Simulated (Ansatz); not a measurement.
# PbSe: the cost of one run

Method: DFT PBE, scalar-relativistic, plane waves, PAW, in Ansatz 0.2.0.

1 further run of the same task is left out (it didn't finish).

### 1 The structure to begin with

It takes space group P6_3mc (No. 186, hexagonal). The conventional cell has a = 4.267 Å, b = 4.267 Å, c = 7.928 Å, α = 90.00°, β = 90.00°, γ = 120.00°. Around Pb (site symmetry 3m) lie 6 Se at 2.96 to 3.39 Å. Se (site symmetry 3m) has 6 Pb at 2.96 to 3.39 Å as nearest neighbours.

As a file:

```xyz
4
Lattice="4.2672 0.0000 0.0000 -2.1336 3.6955 0.0000 0.0000 0.0000 7.9277" Properties=species:S:1:pos:R:3 pbc="T T T"
Pb    2.1336    1.2318    1.8064
Pb    0.0000    2.4637    5.7702
Se    0.0000    0.0000    4.1382
Se    0.0000    0.0000    0.1743
```

It is the end of an earlier relaxation with the same method, from a generated guess; it needn't be the stable form of this composition. At a tolerance of 0.02 Å it has space group P6_3mc (No. 186); it has 31.25 Å³/atom, an uncorrected energy of -0.49 eV/atom over the elements and, on its mesh, gap 0.72 eV.

### 2 Point at V/V0 = 0.97

Input file input.yaml:

```yaml
crystal:
  lattice:
    - [4.2241112057, 0.0, 0.0]
    - [-2.1120556029, 3.6581876126, 0.0]
    - [0.0, 0.0, 7.8476112035]
  atoms:
    - { symbol: Pb, position: [0.6666666667, 0.3333333333, 0.227859] }
    - { symbol: Pb, position: [0.3333333333, 0.6666666667, 0.727859] }
    - { symbol: Se, position: [0.0, 0.0, 0.52199] }
    - { symbol: Se, position: [0.0, 0.0, 0.02199] }
basis:
  ecutwfc: 420
kpoints:
  mp_grid: { grid: [6, 6, 4] }
hamiltonian:
  xc: pbe
scf:
  occupations: { method: gaussian, width: 0.02 }
output:
  forces: true
  stress: true
  eigenvalues: true
relax:
  adjacent_minimum: "off"
  f_tol: 0.01
  max_steps: 30
  cell: { stress_tol: 0.1, fix: [volume] }
```

Run with:

```bash
$ ansatz run input.yaml --threads 1 --pin off --max-ram 3072MiB --backend cpu --events-out ev --progress --plain --runs-dir out
```

Q: Estimate wall time and peak memory on 1 thread of Arm Neoverse V1, shared host.

About 45 s, with a peak of 0.38 GiB.
